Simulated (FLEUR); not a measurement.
# Ge (Fd-3m) in FLEUR: further runs, part 2 of 2

FLEUR MaX-R8.1 (later development tree).

### 5 Equation of state, LDA, 22.64 Å³/atom

inp.xml reads:

```xml
<?xml version="1.0" encoding="UTF-8" standalone="no"?>
<fleurInput fleurInputVersion="0.39">
   <comment>
      Ge                                                                                                  
   </comment>
   <calculationSetup>
      <cutoffs Kmax="4.71" Gmax="14.6" GmaxXC="14.6" numbands="0"/>
      <scfLoop itmax="60" minDistance="0.00001" maxIterBroyd="15" imix="Anderson" alpha="0.05" precondParam="0.0" spinf="2.0" sdNocoIR="T"/>
      <coreElectrons ctail="T" frcor="F" kcrel="0" coretail_lmax="0"/>
      <xcFunctional name="vwn" relativisticCorrections="F"/>
      <magnetism jspins="1"/>
      <soc l_soc="F" theta="0.0" phi="0.0" spav="F"/>
      <expertModes spex="0" secvar="F"/>
      <geometryOptimization l_f="F" forcealpha="1.0" forcemix="BFGS" epsdisp="0.00001" epsforce="0.00001"/>
      <ldaU l_linMix="F" mixParam="0.05" spinf="1.0"/>
   </calculationSetup>
   <cell>
      <bzIntegration valenceElectrons="44.0" mode="hist" fermiSmearingEnergy="0.00183747">
         <kPointListSelection listName="default-1"/>
         <!-- k-points included here -->
         <xi:include xmlns:xi="http://www.w3.org/2001/XInclude" href="kpts.xml"> </xi:include>
      </bzIntegration>
      <!-- symmetry operations included here -->
      <xi:include xmlns:xi="http://www.w3.org/2001/XInclude" href="sym.xml"> </xi:include>
      <bulkLattice scale="1.0000000000">
         <bravaisMatrix>
            <row-1>    0.0000000000000000     5.3458651311421859     5.3458651311421859</row-1>
            <row-2>    5.3458651311421859     0.0000000000000000     5.3458651311421859</row-2>
            <row-3>    5.3458651311421859     5.3458651311421859     0.0000000000000000</row-3>
         </bravaisMatrix>
      </bulkLattice>
   </cell>
   <atomSpecies>
      <species name="Germanium (Ge)" element="Ge" atomicNumber="32">
         <mtSphere radius="2.08" gridPoints="707" logIncrement="0.017"/>
         <atomicCutoffs lmax="9" lnonsphr="7"/>
         <electronConfig flipSpins="F">
            <coreConfig>(1s1/2) (2s1/2) (2p1/2) (2p3/2)</coreConfig>
            <valenceConfig>(3s1/2) (3p1/2) (3p3/2) (4s1/2) (3d3/2) (3d5/2) (4p1/2) (4p3/2)</valenceConfig>
            <stateOccupation state="(4p1/2)" spinUp="0.333333" spinDown="0.333333"/>
            <stateOccupation state="(4p3/2)" spinUp="0.666667" spinDown="0.666667"/>
         </electronConfig>
         <energyParameters s="4" p="4" d="3" f="4"/>
         <lo type="SCLO" l="0" n="3" eDeriv="0"/>
         <lo type="SCLO" l="1" n="3" eDeriv="0"/>
         <lo type="SCLO" l="1" n="3" eDeriv="1"/>
         <lo type="HELO" l="2" n="4" eDeriv="0"/>
         <lo type="HELO" l="2" n="4" eDeriv="1"/>
         <lo type="SCLO" l="3" n="4" eDeriv="2"/>
      </species>
   </atomSpecies>
   <atomGroups>
      <atomGroup species="Germanium (Ge)">
         <relPos label="                   1">-3.000/8.000 -3.000/8.000 -3.000/8.000</relPos>
         <relPos label="                   2">3.000/8.000 3.000/8.000 3.000/8.000</relPos>
         <force calculate="T" relaxXYZ="TTT"/>
      </atomGroup>
   </atomGroups>
   <output dos="F" band="F" slice="F">
      <checks vchk="F" cdinf="F"/>
      <bandDOS minEnergy="-.5*Htr" maxEnergy="0.5*Htr" sigma="0.015" storeEVData="T"/>
      <vacuumDOS vacdos="F" integ="F" star="F" nstars="0" locx1="0.0" locy1="0.0" locx2="0.0" locy2="0.0" nstm="0" tworkf="0.0"/>
      <unfoldingBand unfoldBand="F" supercellX="1" supercellY="1" supercellZ="1"/>
      <plotting iplot="0" polar="F">
         <plot TwoD="T" vec1="  1.0  0.0  0.0" vec2="  0.0  1.0  0.0" vec3="  0.0  0.0  1.0" zero="  0.0  0.0  0.0" file="plot"/>
      </plotting>
      <chargeDensitySlicing numkpt="0" minEigenval="0.0" maxEigenval="0.0" nnne="0" pallst="F"/>
      <specialOutput eonly="F"/>
      <moessbauerParams electricFieldGradient="T" isomerShift="T" coreHyperfine="T" valenceHyperfine="T"/>
      <magneticCircularDichroism mcd="F" energyLo="-10.0" energyUp="0.0"/>
   </output>
  <!-- We include the file relax.xml here to enable relaxations (see documentation) -->
  <xi:include xmlns:xi="http://www.w3.org/2001/XInclude" href="relax.xml"> <xi:fallback/> </xi:include>
</fleurInput>
```

Run with:

```console
> inpgen -f crystal.txt -profile fastHighL
> # inp.xml edited to the form shown
> fleur_MPI
```

It took 44 s on 1 thread of Intel Xeon Platinum 8259CL at 2.50GHz (Skylake/Cascade Lake), shared host; peak memory 0.08 GiB.

The run converged. Its results:

* Free energy: -114080.3932 eV
* Band gap on the k mesh: none (metal or under the smearing width)
* Valence electrons inside the program's atomic spheres: Ge 19.79 (radii Ge 2.08 bohr)

### 6 Equation of state, LDA, 23.54 Å³/atom (volume scaled by 1.04)

inp.xml: that of step 5 with these lines changed.

```diff
@@ -24,3 +24,3 @@
       <xi:include xmlns:xi="http://www.w3.org/2001/XInclude" href="sym.xml"> </xi:include>
-      <bulkLattice scale="1.0000000000">
+      <bulkLattice scale="1.0131594038">
          <bravaisMatrix>
```

Potentials or basis: all-electron, FLAPW.

Run with:

```console
> inpgen -f crystal.txt -profile fastHighL
> # inp.xml edited to the form shown
> fleur_MPI
```

Wall time 46 s (1 thread of Intel Xeon Platinum 8259CL at 2.50GHz (Skylake/Cascade Lake), shared host); peak memory 0.08 GiB.

Results (log left out):

```
Free energy                                           : -114080.3647 eV
Band gap on the k mesh                                : none (metal or under the smearing width)
Valence electrons inside the program's atomic spheres : Ge 19.77 (radii Ge 2.08 bohr)
```

### 7 Equation of state, LDA, 24.00 Å³/atom (volume scaled by 1.06)

inp.xml: that of step 6 with these lines changed.

```diff
@@ -24,3 +24,3 @@
       <xi:include xmlns:xi="http://www.w3.org/2001/XInclude" href="sym.xml"> </xi:include>
-      <bulkLattice scale="1.0131594038">
+      <bulkLattice scale="1.0196128224">
          <bravaisMatrix>
```

Run with:

```console
> inpgen -f crystal.txt -profile fastHighL
> # inp.xml edited to the form shown
> fleur_MPI
```

Wall time 46 s (1 thread of Intel Xeon Platinum 8259CL at 2.50GHz (Skylake/Cascade Lake), shared host); peak memory 0.08 GiB.

Results (log left out):

- Free energy: -114080.3411 eV
- Band gap on the k mesh: none (metal or under the smearing width)
- Valence electrons inside the program's atomic spheres: Ge 19.76 (radii Ge 2.08 bohr)

### 8 Equation of state, LDA

No new run: the results of the series are fitted here.

Results:

```
Equilibrium volume                      : 22.20 Å³/atom
Bulk modulus                            : 70 GPa
Pressure derivative of the bulk modulus : 4.1 (rough: it moves with the points fitted)
```

Energy against volume, from the lowest point:
```
volume (Å³/atom)  energy (meV/atom)
          21.281               7.12
          21.733               0.37
          22.639               0.00
          23.545              14.24
          23.997              26.03
```

### 9 Against experiment

Step 2. Against the measured gap of Ge, 0.744 eV (indirect; 0 K; “Temperature-dependent photoluminescence in Ge: experiment and theory”, 2020, arxiv:2003.00143), the calculated 0.00 eV is off by -0.74 eV. 3 values of this kind are on record (0.666 to 0.807 eV); this one was drawn at random among those near their median. Spin-orbit coupling on Ge is left out. The value is that of LDA, without temperature or zero-point motion. Semilocal functionals fall short of measured gaps as a rule.

Step 8. A measured bulk modulus of Ge is 75.8 GPa (quoted in “Sub-monolayer structures of Ag overlayers on Ge(111): experimental observations and first-principles study”, 2019, arxiv:1908.00180); the calculated 70 GPa misses it by -7.5 %. The fit is for a static lattice scaled at fixed shape and fixed fractional positions. The cell as given is a measured one (22.64 Å³/atom); LDA puts the equilibrium volume -1.9 % from it, thermal expansion not counted.
